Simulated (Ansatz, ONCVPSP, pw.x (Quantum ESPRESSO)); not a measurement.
Si: does the ONCV potential hold in the solid?

* Element: silicon
* Generator: ONCVPSP 4.0.1.1 (patched build)
* Type: optimised norm-conserving Vanderbilt (ONCV)
* Functional: LDA (Perdew-Wang 92)
* Relativity: scalar-relativistic
* Frozen core: [Ne]
* Valence charge: 4
* Reference configuration: 3s2 3p2
* Partial waves: 3s: rc 1.65 bohr, ncon 4, nbas 7, qcut 4.2 1/bohr, local; 3p: rc 2.10 bohr, ncon 3, nbas 6, qcut 3.2 1/bohr, 2 projectors, debl 1.7 Ha; d scattering state at 0.1 Ha: rc 1.90 bohr, ncon 4, nbas 7, qcut 5.6 1/bohr, 2 projectors, debl 3.1 Ha
* Local potential: the s channel
* Core correction: Teter function, fcfact 3.25, rcfact 1.7

Crystal test: fcc Si in pw.x 7.5, no spin, 15³ k-points, Fermi–Dirac smearing 0.01 Ry, cutoffs 50/200 Ry. The lattice is a test structure that the element need not adopt, and mesh and smearing are coarse.

pw.x input:

```
&control
  calculation='scf', prefix='x', pseudo_dir='./', outdir='./tmp', tstress=.true., disk_io='none'
/
&system
  ibrav=0, nat=1, ntyp=1, ecutwfc=50, ecutrho=200, nbnd=9,
  occupations='smearing', smearing='fd', degauss=0.01
/
&electrons
  conv_thr=1e-09, mixing_beta=0.4, electron_maxstep=70
/
ATOMIC_SPECIES
Si 1.0 Si.UPF
CELL_PARAMETERS angstrom
  0.00000000 1.90607474 1.90607474
  1.90607474 0.00000000 1.90607474
  1.90607474 1.90607474 0.00000000
ATOMIC_POSITIONS crystal
Si 0.0000 0.0000 0.0000
K_POINTS automatic
15 15 15 0 0 0
```

```bash
pw.x < Si.scf.in > Si.scf.out
```

**Question.** How does the run end?

**Answer.** It converges; the pressure is 2.05 GPa against 0.45 GPa from all-electron LAPW. This is a poor potential for the solid. The log shows:

```
     using ibrav=0 with symmetry is DISCOURAGED, use correct ibrav instead
     lattice parameter (alat)  =       5.0939  a.u.
     unit-cell volume          =      93.4644 (a.u.)^3
     number of electrons       =         4.00
     number of Kohn-Sham states=            9
     kinetic-energy cutoff     =      50.0000  Ry
     charge density cutoff     =     200.0000  Ry
     scf convergence threshold =      1.0E-09
     Exchange-correlation= SLA  PW   NOGX NOGC
     number of k points=   120  Fermi-Dirac smearing, width (Ry)=  0.0100
     iteration #  1     ecut=    50.00 Ry     beta= 0.40
     total energy              =      -8.88766829 Ry
     estimated scf accuracy    <       0.00405444 Ry
     iteration #  2     ecut=    50.00 Ry     beta= 0.40
     total energy              =      -8.88713738 Ry
     estimated scf accuracy    <       0.00118935 Ry
     iteration #  3     ecut=    50.00 Ry     beta= 0.40
     total energy              =      -8.88721614 Ry
     estimated scf accuracy    <       0.00000449 Ry
     iteration #  4     ecut=    50.00 Ry     beta= 0.40
     total energy              =      -8.88721825 Ry
     estimated scf accuracy    <          6.1E-09 Ry
     iteration #  5     ecut=    50.00 Ry     beta= 0.40
     total energy              =      -8.88721828 Ry
     estimated scf accuracy    <          1.3E-09 Ry
     iteration #  6     ecut=    50.00 Ry     beta= 0.40
     the Fermi energy is    11.1808 ev
!    total energy              =      -8.88721828 Ry
     estimated scf accuracy    <          7.9E-11 Ry
     smearing contrib. (-TS)   =      -0.00196475 Ry
     The total energy is F=E-TS. E is the sum of the following terms:
     one-electron contribution =       4.97234230 Ry
     hartree contribution      =       0.02876181 Ry
     xc contribution           =      -3.70331712 Ry
     ewald contribution        =     -10.18304053 Ry
     convergence has been achieved in   6 iterations
          total   stress  (Ry/bohr**3)                   (kbar)     P=       20.51
     Message from routine punch:
     Nothing written, as per user request (disk_io='none')
```
